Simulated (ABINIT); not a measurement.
Runs of ABINIT 10.8.3 (patched build) on Sb. The structure is hexagonal, space group P6_3/mmc (No. 194). Conventional cell: a = 3.355 Å, b = 3.355 Å, c = 5.470 Å, α = 90.00°, β = 90.00°, γ = 120.00°. Around Sb (site symmetry -6m2) lie 12 Sb at 3.35 Å. This isn't the form of Sb at room conditions, which is rhombohedral.

| level | gap on the mesh (eV) | pressure (GPa) | relaxed volume (Å³/atom) |
| --- | --- | --- | --- |
| LDA | none | 0.0 | 25.64 |
| PBEsol | none | 0.0 | (a) |
| AM05 | none | 0.0 | 25.83 |
| RPBE | none | 0.0 | 27.96 |

Alike in all rows: task relaxation of cell and atoms; potentials or basis JTH PAW PBE v2.0; no spin polarisation; cell relaxed; k mesh 9 × 9 × 5; cutoff (eV) 517; smearing fermi-dirac 0.05 eV.

**Question.** Fill in the values left out.

**Answer.** (a) 26.06.

Caveats: the PAW data sets were made with another functional, which shifts forces and pressure a little.

A k mesh can miss the band edges, and the runs leave out spin-orbit coupling on Sb.

A gap of «none» marks a metal or a gap under the smearing width.

Runs at the PBE level aren't shown here.
